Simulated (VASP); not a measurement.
# TePb (Fm-3m) in VASP: further runs, part 3 of 3

VASP 6.6.1. Earlier steps stand in the parts before.

## (5) Relaxation of cell and atoms, AM05

This run uses another cell than the first one, of 33.81 Å³/atom, 1.003 times its volume.

The input, INCAR:

```
SYSTEM = TePb
ALGO     = Normal         ! electronic algorithm
EDIFF    = 1E-7           ! SCF threshold, eV
EDIFFG   = -0.005         ! ionic threshold
ENCUT    = 600            ! plane-wave cutoff, eV
GGA      = AM             ! functional
IBRION   = 2              ! ionic algorithm
ISIF     = 3              ! what is computed and relaxed
ISMEAR   = 0              ! smearing method
LASPH    = .True.         ! aspherical terms in the spheres
LCHARG   = .False.        ! write CHGCAR
LREAL    = .False.        ! projectors in reciprocal space
LWAVE    = .False.        ! write WAVECAR
NELM     = 80             ! most SCF steps
NSW      = 90             ! ionic steps
PREC     = Accurate       ! precision mode
SIGMA    = 0.03           ! smearing width, eV
```

The input, KPOINTS:

```
k-points
0
Gamma
  8 8 8
  0 0 0
```

The input, POSCAR:

```
TePb                                    
1.0
   -0.0000000000      3.2337029774      3.2337029774
    3.2337029774     -0.0000000000      3.2337029774
    3.2337029774      3.2337029774      0.0000000000
  Te              Pb            
     1     1
Direct
     0.5000000000000000    0.5000000000000000    0.5000000000000000
     0.0000000000000000    0.0000000000000000    0.0000000000000000
```

Potentials or basis: VASP PAW PBE potentials, release 64 (Te, Pb_d).

On the command line:

```console
$ cat potpaw_PBE.64/Te/POTCAR potpaw_PBE.64/Pb_d/POTCAR > POTCAR
$ mpirun -np 1 vasp_std > vasp.out
```

OUTCAR:

```text
SYSTEM = TePb
   EDIFF = 1E-7
   EDIFFG = -0.005
   ENCUT = 600
   GGA = AM
   IBRION = 2
   ISIF = 3
   ISMEAR = 0
   LASPH = .True.
   LREAL = .False.
   NELM = 80
   NSW = 90
   PREC = Accurate

 ion  position               nearest neighbor table
   1  0.500  0.500  0.500-   2 3.23   2 3.23   2 3.23   2 3.23   2 3.23   2 3.23
   2  0.000  0.000  0.000-   1 3.23   1 3.23   1 3.23   1 3.23   1 3.23   1 3.23

  LATTYP: Found a face centered cubic cell.
 ALAT       =     6.4674059548

  Lattice vectors:

 A1 = (   0.0000000000,   3.2337029774,   3.2337029774)
 A2 = (   3.2337029774,   0.0000000000,   3.2337029774)
 A3 = (   3.2337029774,   3.2337029774,   0.0000000000)

Analysis of symmetry for initial positions (statically):
=====================================================================
 Subroutine PRICEL returns:
 Original cell was already a primitive cell.

 Routine SETGRP: Setting up the symmetry group for a
 face centered cubic supercell.

 Subroutine GETGRP returns: Found 48 space group operations
 (whereof 48 operations were pure point group operations)
 out of a pool of 48 trial point group operations.

[... 219 lines left out ...]
 k-point     1 :       0.0000    0.0000    0.0000
  band No.  band energies     occupation
      1     -11.1827      2.00000
      2     -11.1827      2.00000
      3     -11.1750      2.00000
      4     -11.1750      2.00000
      5     -11.1750      2.00000
      6      -6.5102      2.00000
      7      -0.1298      2.00000
      8       4.1782      2.00000
      9       4.1782      2.00000
     10       4.1782      2.00000
     11       9.5782      0.00000
     12       9.5782      0.00000
     13       9.5782      0.00000
     14      11.3106      0.00000
[... 377 lines left out ...]
      1     -11.2117      2.00000
      2     -11.1906      2.00000
      3     -11.1688      2.00000
      4     -11.1631      2.00000
      5     -11.1550      2.00000
      6      -4.8852      2.00000
      7      -2.8372      2.00000
      8       2.7479      2.00000
      9       2.9537      2.00000
     10       5.0567      2.00000
     11       6.8304      0.00000
     12       9.0697      0.00000
     13       9.5229      0.00000
     14      12.3341      0.00000

 [... further k-points ...]
[... 5 lines left out ...]
  --------------------------------------------------------------------------------------
  -------------------------------------------------------------------------------------
  Total        0.0040258      0.0040258      0.0040258     -0.0000000     -0.0000000      0.0000000
  in kB        0.0954640      0.0954640      0.0954640     -0.0000000     -0.0000000      0.0000000
  external PRESSURE =       0.0954640 kB  Pullay stress =       0.0000000 kB

 VOLUME and BASIS-vectors are now :
 -----------------------------------------------------------------------------
  energy-cutoff  :      600.00
  volume of cell :       67.57
      direct lattice vectors                 reciprocal lattice vectors
     0.000000000  3.232703186  3.232703186    -0.154669319  0.154669319  0.154669319
     3.232703186  0.000000000  3.232703186     0.154669319 -0.154669319  0.154669319
     3.232703186  3.232703186  0.000000000     0.154669319  0.154669319 -0.154669319

 POSITION                                       TOTAL-FORCE (eV/Angst)
 -----------------------------------------------------------------------------------
      3.23270      3.23270      3.23270         0.000000     -0.000000     -0.000000
      0.00000      0.00000      0.00000        -0.000000      0.000000      0.000000
 -----------------------------------------------------------------------------------
    total drift:                                0.000000     -0.000000     -0.000000

  FREE ENERGIE OF THE ION-ELECTRON SYSTEM (eV)
  ---------------------------------------------------
  free  energy   TOTEN  =        -7.6641820886 eV

  energy  without entropy=       -7.6641820886  energy(sigma->0) =       -7.66418209

 reached required accuracy - stopping structural energy minimisation
```

OSZICAR:

```text
N       E                     dE             d eps       ncg     rms          rms(c)
DAV:   1     0.159401805512E+03    0.15940E+03   -0.10021E+04   812   0.156E+03
DAV:   2     0.478728433332E+01   -0.15461E+03   -0.15158E+03   836   0.358E+02
DAV:   3    -0.746395860805E+01   -0.12251E+02   -0.12058E+02  1094   0.105E+02
DAV:   4    -0.777024964882E+01   -0.30629E+00   -0.30619E+00   938   0.193E+01
[... 13 lines left out ...]
DAV:   2    -0.766420484902E+01    0.13359E-03   -0.27347E-04   998   0.306E-01    0.248E-02
DAV:   3    -0.766418179679E+01    0.23052E-04   -0.10073E-04  1004   0.170E-01    0.468E-03
DAV:   4    -0.766418199851E+01   -0.20173E-06   -0.16663E-06   830   0.138E-02    0.398E-03
DAV:   5    -0.766418211965E+01   -0.12114E-06   -0.46348E-07   920   0.711E-03    0.113E-03
DAV:   6    -0.766418208862E+01    0.31037E-07   -0.42569E-08   424   0.386E-03
   2 F= -.76641821E+01 E0= -.76641821E+01  d E =-.437550E-05
```

CONTCAR:

```text
TePb
   1.00000000000000
     0.0000000000000000    3.2327031864912317    3.2327031864912317
     3.2327031864912317    0.0000000000000000    3.2327031864912317
     3.2327031864912317    3.2327031864912317    0.0000000000000000
  Te              Pb
     1     1
Direct
     0.5000000000000000    0.5000000000000000    0.5000000000000000
     0.0000000000000000    0.0000000000000000    0.0000000000000000

  0.00000000E+00  0.00000000E+00  0.00000000E+00
  0.00000000E+00  0.00000000E+00  0.00000000E+00
```

It took 31 s on 1 thread of Intel Xeon 6975P-C (Granite Rapids), shared host; peak memory 0.26 GiB.

Results:

| Property | Result |
| --- | --- |
| Free energy | -7.6642 eV |
| Relaxed volume | 33.78 Å³/atom |
| Relaxed cell | a = 4.572 Å, b = 4.572 Å, c = 4.572 Å, α = 60.00°, β = 60.00°, γ = 60.00° |
| Space group after relaxing (to 0.05 Å) | Fm-3m (No. 225) |
| Energy gained by relaxing | 0.0 meV/atom |
| Ionic steps | 2 |
| Pressure after relaxing | 0.0 GPa |
| Band gap on the k mesh | 0.72 eV, direct |

Final structure:
```cif
data_structure
_symmetry_space_group_name_H-M 'P 1'
_symmetry_Int_Tables_number 1
_cell_length_a 4.5717
_cell_length_b 4.5717
_cell_length_c 4.5717
_cell_angle_alpha 60.000
_cell_angle_beta 60.000
_cell_angle_gamma 60.000
_cell_volume 67.57
loop_
_atom_site_label
_atom_site_type_symbol
_atom_site_fract_x
_atom_site_fract_y
_atom_site_fract_z
_atom_site_occupancy
Te1 Te 0.50000 0.50000 0.50000 1
Pb1 Pb 0.00000 0.00000 0.00000 1
```

Caveat: the PAW data sets were made with another functional, which shifts forces and pressure a little; spin-orbit coupling is left out, which as a rule narrows the gap of such compounds by several tenths of an eV. A k mesh can miss the band edges.
